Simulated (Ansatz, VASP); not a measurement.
## Ni in VASP and in Ansatz

```
Ni
1.0
     0.00000    1.76026    1.76026
     1.76026    0.00000    1.76026
     1.76026    1.76026    0.00000
Ni
1
Direct
  0.00000 0.00000 0.00000
```

Alike in both runs: functional PBE; k mesh 21 × 21 × 21; occupations fermi-dirac, width 0.1 eV; collinear spin.

Ansatz relaxed the structure, and its values are those at the end. VASP's run is a single point on that final structure, the one shown.

|  | VASP | Ansatz |
| --- | --- | --- |
| version | VASP 6.6.1 | Ansatz 0.2.0 |
| potentials or method | VASP PAW PBE potentials, release 64 (Ni) | PAW with Ansatz's default frozen-core files, scalar-relativistic |
| plane-wave cutoff (eV) | 520 | 420 |
| valence electrons in the cell | 10 | 18 |

VASP gave:

| Quantity | Value |
| --- | --- |
| pressure (GPa) | -0.1 |
| net moment per atom (μB) | 0.61 |
| size of the moment on the site where the two differ most (μB) | 0.62 |

Q: Estimate Ansatz's values.

A: Pressure (GPa): 0.0; net moment per atom (μB): 0.62; size of the moment on the site where the two differ most (μB): 0.66.

Site moments also hang on the region over which each program counts them. With one functional, cell and mesh, what is left measures potentials, basis and numerics. The two sets of potentials don't hold the same shells in valence.
